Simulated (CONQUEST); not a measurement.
Hf:

```xyz
2
Lattice="3.6100 0.0000 0.0000 0.0000 3.6100 0.0000 0.0000 0.0000 3.6100" Properties=species:S:1:pos:R:3 pbc="T T T"
Hf    0.0000    0.0000    0.0000
Hf    1.8050    1.8050    1.8050
```

This isn't the form of Hf at room conditions, which is hcp.

- Program: CONQUEST 1.3
- Task: single point
- Functional: PBE
- Potentials or basis: PseudoDojo NC PBE, SZ, grid cutoff 120 Ha
- k mesh: 7 × 7 × 7
- Occupations: fermi-dirac, width 0.05 eV
- Spin: no spin polarisation

On this cell: pressure -12.0 GPa; largest force zero by symmetry; band gap on the k mesh none (metal or under the smearing width).

The same run follows on a disturbed copy (atoms of the box moved at random, drawn with an rms of 0.05 Å):

```xyz
2
Lattice="3.6100 0.0000 0.0000 0.0000 3.6100 0.0000 0.0000 0.0000 3.6100" Properties=species:S:1:pos:R:3 pbc="T T T"
Hf    0.0468   -0.0214    0.0085
Hf    1.8040    1.8493    1.7339
```

Q: What does the disturbed cell give?

A: The energy (extrapolated to zero smearing) moves by +12.8 meV/atom; pressure -11.4 GPa; largest force 0.420 eV/Å; band gap on the k mesh none (metal or under the smearing width).

Forces in eV/Å, atoms in the order of the input:
```
Hf  -0.181  0.239 -0.286
Hf   0.181 -0.240  0.293
```

Stress tensor (GPa, compression positive):
```
-11.54  -0.14   0.18
 -0.14 -11.36  -0.25
  0.18  -0.25 -11.39
```

Caveats: the atomic basis is small; the basis of atomic orbitals isn't converged, which shifts pressures, moduli and gaps; the box holds several primitive cells, so bands are folded and the points are those of the box's own zone (some runs).
